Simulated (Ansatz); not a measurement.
# Ru (Ruthenium): further runs on the relaxed cell

One table from this session's results is given with a row withheld; the runs are named, their logs left out.

Program: Ansatz 0.2.0. Level of theory: DFT PBE, scalar-relativistic, plane waves, PAW. These are calculated values, not measurements.

1 further run of the same task is left out (set aside as unsound or not needed).

## The structure to begin with

The structure is hexagonal, space group P6_3/mmc (No. 194). Conventional cell: a = 2.720 Å, b = 2.720 Å, c = 4.297 Å, α = 90.00°, β = 90.00°, γ = 120.00°. Ru (site symmetry -6m2) has 12 Ru at 2.66 to 2.72 Å as nearest neighbours.

As a file:

```cif
data_structure
_symmetry_space_group_name_H-M 'P6_3/mmc'
_symmetry_Int_Tables_number 194
_cell_length_a 2.7200
_cell_length_b 2.7200
_cell_length_c 4.2968
_cell_angle_alpha 90.000
_cell_angle_beta 90.000
_cell_angle_gamma 120.000
_cell_volume 27.53
loop_
_atom_site_label
_atom_site_type_symbol
_atom_site_symmetry_multiplicity
_atom_site_Wyckoff_symbol
_atom_site_fract_x
_atom_site_fract_y
_atom_site_fract_z
_atom_site_occupancy
Ru1 Ru 2 c 0.33333 0.66667 0.25000 1
```

It is the result of an earlier relaxation at this level (volume 13.77 Å³/atom; gap on the mesh: none (metal)).

The first run:

Contents of input.yaml:

```yaml
crystal:
  lattice:
    - [2.7200250912, 0.0, 0.0]
    - [-1.3600125456, 2.3556108279, 0.0]
    - [0.0, 0.0, 4.2967694965]
  atoms:
    - { symbol: Ru, position: [0.3333333333, 0.6666666667, 0.25] }
    - { symbol: Ru, position: [0.6666666667, 0.3333333333, 0.75] }
basis:
  ecutwfc: 420
kpoints:
  mp_grid: { grid: [18, 18, 10] }
  band_path:
    path:
      - [[0.0, 0.0, 0.0], [0.5, 0.0, 0.0], [0.33333333, 0.33333333, 0.0], [0.0, 0.0, 0.0], [0.0, 0.0, 0.5], [0.5, 0.0, 0.5], [0.33333333, 0.33333333, 0.5], [0.0, 0.0, 0.5]]
      - [[0.5, 0.0, 0.5], [0.5, 0.0, 0.0]]
      - [[0.33333333, 0.33333333, 0.5], [0.33333333, 0.33333333, 0.0]]
    npoints: 14
hamiltonian:
  xc: pbe
scf:
  occupations: { method: gaussian, width: 0.1 }
  n_extra_bands: 6
output:
  forces: true
  stress: true
  eigenvalues: true
  populations: true
  dos: { projected: true, de: 0.02, nscf_kmesh: { grid: [27, 27, 15] } }
  bader: true
  write_density: true
  write_potential: true
  elf: true
  volumetric_format: npy
```

The run is started by

```console
$ ansatz run input.yaml --threads 1 --pin off --max-ram 2560MiB --backend cpu --events-out ev --progress --plain --runs-dir out
```

Among the steps run: Electronic structure at the relaxed geometry; Relaxing with PBEsol; The cell under LDA; Relaxing with PBE+D3(BJ).

One of the session's tables, all rows but one given; the rest of the session is left out.

It belongs to the step «One structure, several functionals». 

| functional | a (Å) | b (Å) | c (Å) | volume (Å³/atom) |
| --- | --- | --- | --- | --- |
| PBE | 2.720 | 2.720 | 4.297 | 13.77 |
| PBEsol | ? | ? | ? | ? |
| LDA | 2.674 | 2.674 | 4.226 | 13.08 |
| PBE+D3(BJ) | 2.698 | 2.698 | 4.266 | 13.44 |

Estimate the missing values for PBEsol.

As computed: a (Å): 2.689; b (Å): 2.689; c (Å): 4.252; volume (Å³/atom): 13.32. In the column «a (Å)» it lies between LDA (2.674) and PBE+D3(BJ) (2.698).
